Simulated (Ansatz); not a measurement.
# HfC (Fm-3m) in Ansatz: a series of runs

Aim: see how the results for HfC move with the level of theory and the settings. Levels: PBEsol, PBEsol+U. Tasks: projected density of states.

Everything below comes from runs of Ansatz 0.2.0. Logs are shortened: lines on timing, memory, paths and dates and some standing lists are left out, and cuts for length are marked.

## Step 1: Starting point

The structure is cubic, space group Fm-3m (No. 225). Conventional cell: a = 4.650 Å, b = 4.650 Å, c = 4.650 Å, α = 90.00°, β = 90.00°, γ = 90.00°. Around Hf (site symmetry m-3m) lie 6 C at 2.33 Å. C (site symmetry m-3m) has 6 Hf at 2.33 Å as nearest neighbours.

## Step 2: Projected density of states, PBEsol

Contents of input.yaml:

```yaml
crystal:
  lattice:
    - [0.0, 2.325, 2.325]
    - [2.325, 0.0, 2.325]
    - [2.325, 2.325, 0.0]
  atoms:
    - { symbol: Hf, position: [0.5, 0.5, 0.5] }
    - { symbol: C, position: [0.0, 0.0, 0.0] }
hamiltonian:
  xc: pbesol
  pseudopotentials: { kind: paw }
kpoints:
  mp_grid: { grid: [10, 10, 10] }
scf:
  occupations: { method: fermi_dirac, width: 0.05 }
  n_extra_bands: 6
output:
  forces: true
  stress: true
  eigenvalues: true
  dos: { projected: true, de: 0.05, nscf_kmesh: { grid: [15, 15, 15] } }
```

Potentials or basis: Ansatz PAW.

Started as:

```bash
ansatz run input.yaml --threads 2 --pin off --max-ram 5632MiB --backend cpu --events-out ev --progress --plain --runs-dir out
```

The program printed:

```text
Warning: RAYON_NUM_THREADS=2 ignored (pool sized by the plan → 2); use --threads N
scf.n_extra_bands = 6 over 15 filled bands (N_el = 30.0): the run solves 21 bands
Engine: ansatz 0.2.0, aarch64-unknown-linux-gnu
Pseudopotentials: kind: paw
Pseudopotential: Hf, paw, valence charge 26, recommended cutoff 420 eV (normal), Hf.paw.azcp
Pseudopotential: C, paw, valence charge 4, recommended cutoff 420 eV (normal), C.paw.azcp
Functional definition: PBEsol
  exchange = pbesol_x
  correlation = pbesol_c
Crystal: 2 atoms, lattice volume = 25.136 Å³
Basis set: ecut = 420 eV, 531 PW (Γ), exchange–correlation on 48×48×48 points (8 copies of the dense FFT grid, shifted against one another)
Bands: 21, of which v1, the nominal top of the filled ones, is band 15 counted from 1 (14 counted from 0)
Symmetry: 48 space group operations
Space group: Fm-3m (ITA 225), of the structure as read, at distance tolerance 2.9e-5 Å
k-points: 47 of 1000
Non-local potential: Hf, projectors of the file, l = 0: 3, l = 1: 2, l = 2: 2, l = 3: 3
Non-local potential: C, projectors of the file, l = 0: 2, l = 1: 2, l = 2: 1
PAW form: soft (Blöchl's): semilocal exchange-correlation on the pseudo side does not see the compensation charge
PAW frozen core: Hf, regenerated for the run's functional, and the local potential with it (the file was generated under x = pbe(κ = 0.804, μ = 0.2195149727645171), c = pbe(β = 0.06672455060314922))
PAW frozen core: C, regenerated for the run's functional, and the local potential with it (the file was generated under x = pbe(κ = 0.804, μ = 0.2195149727645171), c = pbe(β = 0.06672455060314922))
PAW one-centre angular grid: Hf, 590 points (default); XC on 64 Gauss nodes
PAW one-centre angular grid: C, 110 points (default); XC on 64 Gauss nodes
Initial density: superposition of atomic densities (neutral atoms: chi_scale 0, normalization atom), corrected by the library's trained network
Initial wavefunctions: pseudopotential atomic-orbital guess
Functional: x = pbesol(κ = 0.804, μ = 0.12345679012345678), c = pbesol(β = 0.046)
SCF iter   1: F=—  HF=-15846.697266 eV  |F-HF|=—  |Δ(HF+E_count)|=         —  Δρ=9.29e-3  dr2=2.74e-2  ethr=1.77e-3  ⟨swp⟩=5.1  Hψ=4161  notcnv=0  defer=4
preconditioner: auto → Kerker (q_TF=auto, 2.810 Å⁻¹)  [metal: Δε(μ)=0.074 eV  Ē_g=19.750 eV  σ=0.050 eV  W_gap=0.32  n_scr=14 (ndim 8)  ℏωp=39.2 eV  f_vac=0.000  D(μ)=0.35/eV (n_scr^D=0)]
SCF iter   2: F=—  HF=-15846.690883 eV  |F-HF|=—  |Δ(HF+E_count)|=   6.38e-3  Δρ=2.94e-3  dr2=2.54e-3  ethr=9.15e-5  ⟨swp⟩=1.9  Hψ=1524  notcnv=0  defer=56
SCF iter   3: F=—  HF=-15846.690326 eV  |F-HF|=—  |Δ(HF+E_count)|=   5.57e-4  Δρ=6.43e-4  dr2=4.18e-5  ethr=8.48e-6  ⟨swp⟩=2.0  Hψ=1443  notcnv=0  defer=56
SCF iter   4: F=—  HF=-15846.690305 eV  |F-HF|=—  |Δ(HF+E_count)|=   2.05e-5  Δρ=4.62e-4  dr2=2.74e-5  ethr=1.39e-7  ⟨swp⟩=2.3  Hψ=1731  notcnv=0  defer=56
SCF iter   5: F=—  HF=-15846.690308 eV  |F-HF|=—  |Δ(HF+E_count)|=   2.68e-6  Δρ=1.24e-4  dr2=3.09e-6  ethr=9.13e-8  ⟨swp⟩=1.1  Hψ=931  notcnv=0  defer=56
SCF iter   6: F=-15846.690307 eV  HF=-15846.690307 eV  |F-HF|=6.34e-9  |Δ(HF+E_count)|=   1.09e-6  Δρ=2.60e-5  dr2=8.36e-8  ethr=3.33e-10  ⟨swp⟩=8.2  Hψ=5646  notcnv=0
SCF 1 converged in 6 iterations: F = -15846.690307 eV  dr2 = 8.36e-8
NSCF: frozen V_eff on 120 k-points
SCF converged after 6 iterations
Free energy (F): -15846.690307 eV
Harris-Foulkes:  -15846.690307 eV  (|F-HF|=6.34e-9)
Internal energy: -15846.687532 eV  (E = F + TS)
E sigma→0 (E₀):  -15846.688919 eV
Entropy (-TS):   -0.002775 eV (-1.388 meV/atom)
Fermi energy:    20.015461 eV
--- Per-component energies (eV) ---
  E_band       = 108.318865
  E_kinetic    = 510.889633
  E_local      = -4993.267259  (includes V_loc(G=0)·N_el)
  E_nonlocal   = -1211.362191
  E_hartree    = 2357.553278
  E_xc         = -346.051420
  E_vxc        = -326.239578  (∫ρ·V_xc dr)
  E_paw        = -6902.281300  (= ΣΔE_a)
  E_vpaw       = 1413.198074  (= ΣTr[D̂ρ^β])
  E_aug_tail   = 0.000006  (compensation charges beyond the density's cutoff)
  E_ewald      = -5263.440471
  E_core_change = 1.272192  (= ΣΔE_core)
  E_smearing   = -0.002775  (= −TS)
  E_closure    = -0.000000  (closes the sum)
  Σ components = -15846.690307   (vs F -15846.690307, Δ=0.00e0)
--- Forces (eV/Å), atoms counted from 1 ---
  atom   1  Hf     0.00000000    -0.00000000    -0.00000000
  atom   2  C     -0.00000000     0.00000000     0.00000000
  max |Σ_I F_I| component: 7.68e-29 eV/Å
--- Stress (GPa, compression-positive) ---
       -6.518997      -0.000000       0.000000
        0.000000      -6.518997      -0.000000
       -0.000000      -0.000000      -6.518997
  P = ⅓ Tr σ = -6.5190 GPa (-65.190 kbar)
--- Band table (eV; the first three rows and the last of 47) ---
  k-point 0: bands = ["-41.0935", "-9.5522", "-9.5522", "-9.5522", "7.6686", "8.9329", "8.9417", "8.9417", "8.9417", "9.0234", "9.0234", "9.0234", "21.0451", "21.0451", "21.0451", "21.2906", "21.2906", "21.2906", "23.3078", "23.3078", "26.7501"]
  k-point 1: bands = ["-41.0896", "-9.6218", "-9.5589", "-9.5589", "7.9117", "8.9366", "8.9476", "8.9476", "8.9483", "9.0180", "9.0180", "9.0237", "19.6223", "20.0139", "20.0139", "21.7132", "21.7132", "22.1164", "24.4307", "24.4307", "27.2982"]
  k-point 2: bands = ["-41.0794", "-9.7993", "-9.5764", "-9.5764", "8.5325", "8.9468", "8.9629", "8.9629", "9.0045", "9.0045", "9.0243", "9.0277", "17.8415", "18.7543", "18.7543", "22.4554", "22.4554", "22.6574", "26.4231", "26.4231", "28.4436"]
  k-point 46: bands = ["-41.0391", "-10.0287", "-9.9157", "-9.7985", "8.9279", "8.9660", "8.9706", "8.9707", "8.9920", "8.9982", "8.9982", "10.3319", "17.2156", "17.2185", "17.3155", "22.6173", "24.5978", "26.6744", "26.8642", "28.3052", "32.3750"]
```

Wall time 2 s (2 threads of Arm Neoverse V2, shared host); peak memory 0.29 GiB.

What came out:

```yaml
Free_energy: -15846.6903 eV
Pressure: -6.5 GPa
Band_gap_on_the_k_mesh: none (metal or under the smearing width)
Density_of_states_at_the_Fermi_level: 0.25 states/eV per cell
```

Levels at points of the mesh, in eV from the Fermi level:
| k point | band 12 | band 13 | band 14 | band 15 | band 16 | band 17 | band 18 | band 19 |
| --- | --- | --- | --- | --- | --- | --- | --- | --- |
| (0.00, 0.00, 0.00) | -10.99 | 1.03 | 1.03 | 1.03 | 1.28 | 1.28 | 1.28 | 3.29 |
| (0.00, 0.00, -0.50) | -8.42 | -6.24 | -3.06 | -3.06 | 5.22 | 5.22 | 5.68 | 6.48 |
| (0.00, -0.50, -0.50) | -10.43 | -2.66 | -1.89 | -0.10 | -0.10 | 5.22 | 6.65 | 6.65 |

States per cell in windows of 1 eV (zero at the Fermi level; states under -8 eV left out):
```
from (eV)  total  Hf 5d  C 2p  Hf 6s  C 2s  Hf 5p  Hf 4f
     -8.0   0.00   0.00  0.00   0.00  0.00   0.00   0.00
     -7.0   0.01   0.00  0.00   0.00  0.00   0.00   0.00
     -6.0   0.27   0.11  0.12   0.03  0.01   0.00   0.00
     -5.0   0.80   0.28  0.40   0.07  0.03   0.01   0.00
     -4.0   0.67   0.20  0.38   0.05  0.02   0.02   0.00
     -3.0   2.85   1.19  1.53   0.01  0.03   0.05   0.00
     -2.0   1.01   0.43  0.54   0.00  0.01   0.01   0.00
     -1.0   0.39   0.12  0.25   0.00  0.00   0.01   0.00
      0.0   0.32   0.15  0.16   0.00  0.00   0.00   0.00
      1.0   0.51   0.35  0.14   0.01  0.01   0.00   0.00
      2.0   0.68   0.48  0.15   0.01  0.01   0.00   0.00
      3.0   0.88   0.65  0.16   0.02  0.02   0.00   0.00
      4.0   1.25   0.98  0.18   0.03  0.02   0.00   0.00
      5.0   1.93   1.53  0.28   0.06  0.03   0.00   0.00
      6.0   1.46   1.13  0.19   0.05  0.06   0.00   0.00
      7.0   0.88   0.40  0.15   0.11  0.12   0.00   0.00
```

Caveat: the PAW data sets come from PBE, with cores solved anew for the run's functional, which leaves a small shift of forces and pressure. The run has no spin-orbit coupling, so splittings on Hf are missing.

## Step 3: Projected density of states, PBEsol+U

input.yaml: that of step 2 with these lines changed.

```diff
@@ -11,2 +11,3 @@
   pseudopotentials: { kind: paw }
+  hubbard: { sites: [{ species: Hf, l: d, u_eff: 1.0 }] }
 kpoints:
```

Potentials or basis: Ansatz PAW.

Started as:

```bash
ansatz run input.yaml --threads 2 --pin off --max-ram 5632MiB --backend cpu --events-out ev --progress --plain --runs-dir out
```

It took 2.8 s on 2 threads of Arm Neoverse V2, shared host; peak memory 0.31 GiB.

Results (log left out):

| Property | Result |
| --- | --- |
| Free energy | -15845.6831 eV |
| Pressure | -5.0 GPa |
| Band gap on the k mesh | none (metal or under the smearing width) |
| Density of states at the Fermi level | 0.25 states/eV per cell |

Levels at points of the mesh, in eV from the Fermi level:
```tsv
k point	band 12	band 13	band 14	band 15	band 16	band 17	band 18	band 19
(0.00, 0.00, 0.00)	-11.19	0.99	0.99	0.99	1.38	1.38	1.38	3.28
(0.00, 0.00, -0.50)	-8.48	-6.24	-3.07	-3.07	5.29	5.29	5.70	6.36
(0.00, -0.50, -0.50)	-10.42	-2.75	-1.78	-0.16	-0.16	5.21	6.73	6.73
```

States per cell in windows of 1 eV (zero at the Fermi level; states under -8 eV left out):
```tsv
from (eV)	total	Hf 5d	C 2p	Hf 6s	C 2s	Hf 5p	Hf 4f
-8.0	0.00	0.00	0.00	0.00	0.00	0.00	0.00
-7.0	0.01	0.00	0.00	0.00	0.00	0.00	0.00
-6.0	0.28	0.10	0.13	0.03	0.01	0.00	0.00
-5.0	0.82	0.28	0.41	0.08	0.03	0.01	0.00
-4.0	0.66	0.19	0.38	0.05	0.02	0.02	0.00
-3.0	2.82	1.16	1.54	0.01	0.03	0.05	0.00
-2.0	1.02	0.43	0.55	0.00	0.01	0.01	0.00
-1.0	0.38	0.12	0.25	0.00	0.00	0.01	0.00
0.0	0.30	0.14	0.15	0.00	0.00	0.00	0.00
1.0	0.50	0.34	0.14	0.00	0.01	0.00	0.00
2.0	0.67	0.48	0.15	0.01	0.01	0.00	0.00
3.0	0.87	0.65	0.15	0.02	0.02	0.00	0.00
4.0	1.23	0.97	0.17	0.03	0.02	0.00	0.00
5.0	1.93	1.54	0.26	0.06	0.03	0.00	0.00
6.0	1.56	1.21	0.20	0.06	0.06	0.00	0.00
7.0	0.91	0.40	0.16	0.11	0.12	0.00	0.00
```

Eigenvalues of the final occupation matrices:
```tsv
site	spin	trace	eigenvalues
site 1	1	1.42	0.24 0.24 0.24 0.35 0.35
```

Caveat: U without spin polarisation on a metal has little footing; the PAW data sets come from PBE, with cores solved anew for the run's functional, which leaves a small shift of forces and pressure; the U is typed as a test and isn't derived for this compound. The run has no spin-orbit coupling, so splittings on Hf are missing.
